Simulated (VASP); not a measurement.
Sn: single point with PBEsol

The system is Sn.

```xyz
2
Lattice="-2.9194 2.9194 1.5758 2.9194 -2.9194 1.5758 2.9194 2.9194 -1.5758" Properties=species:S:1:pos:R:3 pbc="T T T"
Sn    2.9194    2.9194    1.5758
Sn    0.0000    2.9194    0.7879
```

```json
{
  "Program": "VASP 6.6.1",
  "Task": "single point",
  "Functional": "PBEsol",
  "Potentials or basis": "VASP PAW PBE potentials, release 64 (Sn_d)",
  "Cutoff": "520 eV",
  "k mesh": "22 × 22 × 22",
  "Occupations": "gaussian, width 0.1 eV",
  "Spin": "no spin polarisation"
}
```

```
Pressure               : 0.0 GPa
Band gap on the k mesh : none (metal or under the smearing width)
```

Levels at points of the mesh, in eV from the Fermi level:
```
           k point  band 12  band 13  band 14  band 15  band 16  band 17
(0.00, 0.00, 0.00)    -3.71    -2.03    -2.03     2.91     6.20     6.20
(0.50, 0.00, 0.00)    -5.40    -2.33    -1.75    -1.11     2.25     2.87
(0.50, 0.50, 0.00)    -8.97     0.56     0.56     1.52     1.52     6.20
(0.50, 0.50, 0.50)    -7.62    -4.88    -4.88     5.25     5.25     9.36
```

It took 14 min on 1 thread of Intel(R) Xeon(R) Platinum 8488C (Sapphire Rapids), with other jobs on the host, peak memory 0.73 GiB.

Caveat: the PAW data sets were made with another functional, which shifts forces and pressure a little.
